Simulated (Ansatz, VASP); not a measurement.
# One calculation of Ir, two programs

```
CELL_PARAMETERS angstrom
4.86577 0.00000 0.00000
0.00000 4.86577 0.00000
0.00000 0.00000 4.86577
ATOMIC_POSITIONS crystal
Ir 0.00000 0.00000 0.00000
Ir 0.50000 0.50000 0.50000
Ir 0.25000 0.00000 0.50000
Ir 0.75000 0.00000 0.50000
Ir 0.50000 0.25000 0.00000
Ir 0.50000 0.75000 0.00000
Ir 0.00000 0.50000 0.25000
Ir 0.00000 0.50000 0.75000
```

Alike in both runs: functional LDA; k mesh 5 × 5 × 5; occupations fermi-dirac, width 0.1 eV; no spin polarisation.

Ansatz relaxed the structure, and its values are those at the end. VASP's run is a single point on that final structure, the one shown.

```csv
,VASP,Ansatz
version,VASP 6.6.1,Ansatz 0.2.0
potentials or method,"VASP PAW LDA potentials, release 64 (Ir)","plane waves (420 eV) with PAW, scalar-relativistic"
plane-wave cutoff (eV),520,420
valence electrons in the cell,72,136
```

|  | VASP | Ansatz | Ansatz less VASP |
| --- | --- | --- | --- |
| pressure (GPa) | 2.2 | 0.0 | -2.24 |

The two sets of potentials don't hold the same shells in valence. Ansatz warned: «pseudo_functional_mismatch».

The runs have no spin-orbit coupling, so splittings on Ir are missing.
